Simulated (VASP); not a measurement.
# SiC (Moissanite 3C) (F-43m) in VASP: further runs, part 2 of 2

VASP 6.6.1. The steps go on from the part before.

## Step 4: Single point, r2SCAN

INCAR

```
PREC     = Accurate       # precision mode
ENCUT    = 460            # plane-wave cutoff, eV
EDIFF    = 1E-7           # SCF threshold, eV
ISMEAR   = 0              # smearing method
SIGMA    = 0.2            # smearing width, eV
LREAL    = F              # projectors in reciprocal space
LASPH    = T              # aspherical terms in the spheres
NELM     = 100            # most SCF steps
ALGO     = Normal         # electronic algorithm
ISIF     = 2              # what is computed and relaxed
LWAVE    = F              # write WAVECAR
LCHARG   = F              # write CHGCAR
METAGGA  = R2SCAN         # meta-GGA
LMIXTAU  = T            
ADDGRID  = F
```

KPOINTS

```
regular mesh
0
Gamma
  6 6 6
```

POSCAR

```
SiC
1.0
    0.0000000000      2.1790000000      2.1790000000
    2.1790000000      0.0000000000      2.1790000000
    2.1790000000      2.1790000000      0.0000000000
Si C
1 1
Direct
    0.0000000000      0.0000000000      0.0000000000
    0.7500000000      0.7500000000      0.7500000000
```

Potentials or basis: VASP PAW PBE potentials, release 64 (Si, C).

Run with:

```console
$ cat potpaw_PBE.64/Si/POTCAR potpaw_PBE.64/C/POTCAR > POTCAR
$ mpirun -np 1 vasp_std > vasp.out
```

OUTCAR:

```text
PREC = Accurate
   ENCUT = 460
   EDIFF = 1E-7
   ISMEAR = 0
   LREAL = F
   LASPH = T
   NELM = 100
   ISIF = 2
   METAGGA = R2SCAN

 Found     16 irreducible k-points:

 Following reciprocal coordinates:
            Coordinates               Weight
  0.000000  0.000000  0.000000      1.000000
  0.166667  0.000000  0.000000      8.000000
  0.333333  0.000000  0.000000      8.000000
  0.500000  0.000000  0.000000      4.000000
  0.166667  0.166667  0.000000      6.000000
  0.333333  0.166667  0.000000     24.000000
   k-points           NKPTS =     16   k-points in BZ     NKDIM =     16   number of bands    NBANDS=      8
   number of dos      NEDOS =    301   number of ions     NIONS =      2
   total plane-waves  NPLWV =  13824
   dimension x,y,z NGX =    24 NGY =   24 NGZ =   24
   dimension x,y,z NGXF=    48 NGYF=   48 NGZF=   48
   ions per type =               1   1
   NGX,Y,Z   is equivalent  to a cutoff of  12.95, 12.95, 12.95 a.u.
   NGXF,Y,Z  is equivalent  to a cutoff of  25.90, 25.90, 25.90 a.u.
 SYSTEM =  unknown system
   PREC   = accura    normal or accurate (medium, high low for compatibility)
   ISTART =      0    job   : 0-new  1-cont  2-samecut
   ICHARG =      2    charge: 1-file 2-atom 10-const
   ISPIN  =      1    spin polarized calculation?
   LNONCOLLINEAR =      F non collinear calculations
   LSORBIT =      F    spin-orbit coupling
   LASPH  =      T    aspherical Exc in radial PAW
   ENCUT  =  460.0 eV  33.81 Ry    5.81 a.u.   5.39  5.39  5.39*2*pi/ulx,y,z
   NELM   =    100;   NELMIN=  2; NELMDL= -5     # of ELM steps
   EDIFF  = 0.1E-06   stopping-criterion for ELM
   LREAL  =      F    real-space projection
   EDIFFG = 0.1E-05   stopping-criterion for IOM
   NSW    =      0    number of steps for IOM
   IBRION =     -1    ionic relax: 0-MD 1-quasi-New 2-CG
   NFREE  =      0    steps in history (QN), initial steepest desc. (CG)
   ISIF   =      2    stress and relaxation
   ISYM   =      2    0-nonsym 1-usesym 2-fastsym
   POTIM  = 0.5000    time-step for ionic-motion
   TEBEG  =    0.0;   TEEND  =   0.0 temperature during run
   PSTRESS=    0.0 pullay stress
   NELECT =       8.0000    total number of electrons
   NUPDOWN=      -1.0000    fix difference up-down
   EMIN   =  10.00;   EMAX   =-10.00  energy-range for DOS
   EFERMI =   0.00;   METHOD = LEGACY
   ISMEAR =     0;   SIGMA  =   0.20  broadening in eV -4-tet -1-fermi 0-gaus
   EFERMI_NEDOS =   21; number of points for ismear=-14 and -15
   IALGO  =     38    algorithm
   IMIX   =      4    mixing-type and parameters
     AMIX     =   0.40;   BMIX     =  1.00
     AMIX_MAG =   1.60;   BMIX_MAG =  1.00
  volume/ion in A,a.u.               =      10.35        69.82
  Fermi-wavevector in a.u.,A,eV,Ry     =   1.192626  2.253736 19.352338  1.422357
  Thomas-Fermi vector in A             =   2.328660
   LORBIT       =      0    0 simple, 1 ext, 2 COOP (PROOUT), +10 PAW based schemes
   METAGGA = R2SCAN    functional components
   LHFCALC =     F    Hartree Fock is set to
   AEXX    =    0.0000 exact exchange contribution
   IVDW    =     0    specifies the selected vdW correction
   LEPSILON=     F    determine dielectric tensor
   LRPA    =     F    only Hartree local field effects (RPA)
 non-spin polarized calculation
 Gauss-broadening in eV      SIGMA  =   0.20
  energy-cutoff  :      460.00
  volume of cell :       20.69
 maximum number of plane-waves:       475
 NGX is ok and might be reduce to    24
   NGX = 11   NGY = 11   NGZ = 11

 number of electron       8.0000001 magnetization

 Free energy of the ion-electron system (eV)
  ---------------------------------------------------
  ext. energy  EPLUGINS =         0.00000000
  ---------------------------------------------------
  free energy    TOTEN  =       -19.31967439 eV

  energy without entropy =      -19.31967439  energy(sigma->0) =      -19.31967439

 E-fermi :   8.8758     XC(G=0): -11.9324

 val. band max:        7.9890015808   @ k =   0.0000   0.0000   0.0000
 cond. band min:       9.7086927446   @ k =   0.5000   0.5000   0.0000
 fundamental gap:      1.7196911638
 Fermi energy:         8.8757641185

 k-point     1 :       0.0000    0.0000    0.0000
  band No.  band energies     occupation
      1      -8.1932      2.00000
      2       7.9890      2.00000
      3       7.9890      2.00000
      4       7.9890      2.00000
      5      14.8214      0.00000
      6      15.8326      0.00000
      7      15.8326      0.00000
      8      15.8326      0.00000

 k-point     2 :       0.1667    0.0000    0.0000
  band No.  band energies     occupation
      1      -7.6349      2.00000
      2       5.5190      2.00000
      3       7.6431      2.00000
      4       7.6431      2.00000
      5      14.9042      0.00000
      6      16.3838      0.00000
      7      16.3838      0.00000
      8      17.0517      0.00000

 k-point     3 :       0.3333    0.0000    0.0000
  band No.  band energies     occupation
      1      -6.0647      2.00000
      2       1.5646      2.00000
      3       7.1017      2.00000
      4       7.1017      2.00000
      5      14.2356      0.00000
      6      16.1787      0.00000
      7      16.1787      0.00000
      8      18.7874      0.00000

 k-point     4 :       0.5000    0.0000    0.0000
  band No.  band energies     occupation
      1      -4.5676      2.00000
      2      -0.8330      2.00000
      3       6.8812      2.00000
      4       6.8812      2.00000
      5      13.9773      0.00000
      6      15.7344      0.00000
      7      15.7344      0.00000
      8      18.9414      0.00000

 k-point     5 :       0.1667    0.1667    0.0000
  band No.  band energies     occupation
      1      -7.4482      2.00000
      2       6.1095      2.00000
      3       6.8321      2.00000
      4       6.8321      2.00000
      5      14.0571      0.00000
      6      15.9637      0.00000
      7      17.6854      0.00000
      8      17.6854      0.00000

 k-point     6 :       0.3333    0.1667    0.0000
  band No.  band energies     occupation
      1      -6.2035      2.00000
      2       3.0034      2.00000
      3       6.1209      2.00000
      4       6.1666      2.00000
      5      13.4101      0.00000
      6      16.1969      0.00000
      7      17.6472      0.00000
      8      18.3307      0.00000

 [... further k-points ...]

------------------------ aborting loop because EDIFF is reached ----------------------------------------

  FORCE on cell =-STRESS in cart. coord.  units (eV):
  Direction    XX          YY          ZZ          XY          YZ          ZX
  --------------------------------------------------------------------------------------
  -------------------------------------------------------------------------------------
  Total       -0.0598391     -0.0598391     -0.0598391      0.0000000      0.0000000      0.0000000
  in kB       -4.6333394     -4.6333394     -4.6333394      0.0000000      0.0000000      0.0000000
  external PRESSURE =      -4.6333394 kB  Pullay stress =       0.0000000 kB

 VOLUME and BASIS-vectors are now :
 -----------------------------------------------------------------------------
  energy-cutoff  :      460.00
  volume of cell :       20.69
      direct lattice vectors                 reciprocal lattice vectors
     0.000000000  2.179000000  2.179000000    -0.229463056  0.229463056  0.229463056
     2.179000000  0.000000000  2.179000000     0.229463056 -0.229463056  0.229463056
     2.179000000  2.179000000  0.000000000     0.229463056  0.229463056 -0.229463056

 POSITION                                       TOTAL-FORCE (eV/Angst)
 -----------------------------------------------------------------------------------
      0.00000      0.00000      0.00000         0.000000     -0.000000      0.000000
      3.26850      3.26850      3.26850        -0.000000      0.000000     -0.000000
 -----------------------------------------------------------------------------------
    total drift:                                0.000001      0.000001      0.000001

  FREE ENERGIE OF THE ION-ELECTRON SYSTEM (eV)
  ---------------------------------------------------
  free  energy   TOTEN  =       -19.3196743934 eV

  energy  without entropy=      -19.3196743933  energy(sigma->0) =      -19.31967439
```

Run time: 9 s. Hardware: 1 thread of Intel Xeon 6975P-C (Granite Rapids), shared host; peak memory 0.13 GiB.

The run converged, but some of its settings lie outside the range that counts as converged, so its numbers aren't taken as properties of the crystal.

Results:

```yaml
Free_energy: -19.3197 eV
Pressure: -0.5 GPa
Band_gap_on_the_k_mesh: 1.72 eV, indirect (least direct gap 5.06 eV)
```

Caveat: the cutoff is under 1.25 times the usual one of these potentials, so pressure, stress and relaxed cells hold a basis-set (Pulay) error; the PAW data sets were made with another functional, which shifts forces and pressure a little.

## Step 5: For comparison

An earlier run on the cell as given: functional PBE; potentials or basis VASP PAW PBE potentials, release 64 (Si, C); cutoff 520 eV; k mesh 10 × 10 × 10; occupations fermi-dirac, width 0.05 eV; no spin polarisation.

* Pressure: 3.2 GPa
* Band gap on the k mesh: 1.36 eV, indirect (least direct gap 4.54 eV)
